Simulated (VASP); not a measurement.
Crystal: Pt.

```
Pt
1.0
     0.00000    1.96090    1.96090
     1.96090    0.00000    1.96090
     1.96090    1.96090    0.00000
Pt
1
Direct
  0.00000 0.00000 0.00000
```

```yaml
Program: VASP 6.6.1
Task: relaxation of cell and atoms
Functional: B3LYP
Potentials_or_basis: VASP PAW PBE potentials, release 64 (Pt)
Cutoff: 600 eV
k_mesh: 6 × 6 × 6
Occupations: fermi-dirac, width 0.05 eV
Spin: no spin polarisation
```

At the start: pressure 14.1 GPa; volume 15.08 Å³/atom.

**Question.** Where does the relaxation end?

**Answer.** Over 4 steps the energy falls by 45.0 meV/atom and the volume is 15.99 Å³/atom (+6.0 %); space group Fm-3m (No. 225, to 0.05 Å).

Step by step:
```tsv
step	energy change (eV)	largest force (eV/Å)	pressure (GPa)	volume (Å³)
1	0.0000	0.0000	14.07	15.08
2	0.1159	0.0000	-20.68	18.16
3	-0.0448	0.0000	-0.74	16.04
4	-0.0450	0.0000	0.05	15.99
```

Final structure:
```xyz
1
Lattice="0.0000 1.9997 1.9997 1.9997 0.0000 1.9997 1.9997 1.9997 0.0000" Properties=species:S:1:pos:R:3 pbc="T T T"
Pt    0.0000    0.0000    0.0000
```

Caveat: the k mesh is coarse (spacing up to 0.46 Å⁻¹), so the values aren't converged, least of all with exact exchange; the PAW data sets were made with another functional, which shifts forces and pressure a little.
